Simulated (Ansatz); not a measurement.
Input and command of a plane-wave DFT calculation in Ansatz:

```yaml
crystal:
  lattice:
    - [1.6587070759, -5.1453559977, 0.0]
    - [1.6587070759, 5.1453559977, 0.0]
    - [0.0, 0.0, 4.1971725448]
  atoms:
    - { symbol: P, position: [0.1016384485, 0.8983615515, 0.9271259313] }
    - { symbol: P, position: [0.6089265739, 0.3910734261, 0.5728740687] }
    - { symbol: P, position: [0.8910734261, 0.1089265739, 0.0728740687] }
    - { symbol: P, position: [0.3983615515, 0.6016384485, 0.4271259313] }
basis:
  ecutwfc: 420
kpoints:
  mp_grid: { grid: [16, 16, 12] }
hamiltonian:
  xc: pbesol
scf:
  occupations: { method: gaussian, width: 0.15 }
output:
  forces: true
  stress: true
  eigenvalues: true
```

```bash
ansatz run input.yaml --threads 2 --pin off --max-ram 5120MiB --backend cpu --events-out ev --progress --plain --runs-dir out
```

Processor: AMD EPYC 9R45 96-Core Processor (Zen 5), 2 threads, on a host shared with other jobs.

Problem. How long does it run, and how much memory does it take?

Solution. About 11 s on 2 threads of AMD EPYC 9R45 96-Core Processor (Zen 5) (shared host), peak memory 0.87 GiB. It solves 14 bands at 511 k points (the mesh reduced by the symmetry that the task leaves, which can be less than the crystal's) with about 1403 plane waves, in 6 SCF iterations.
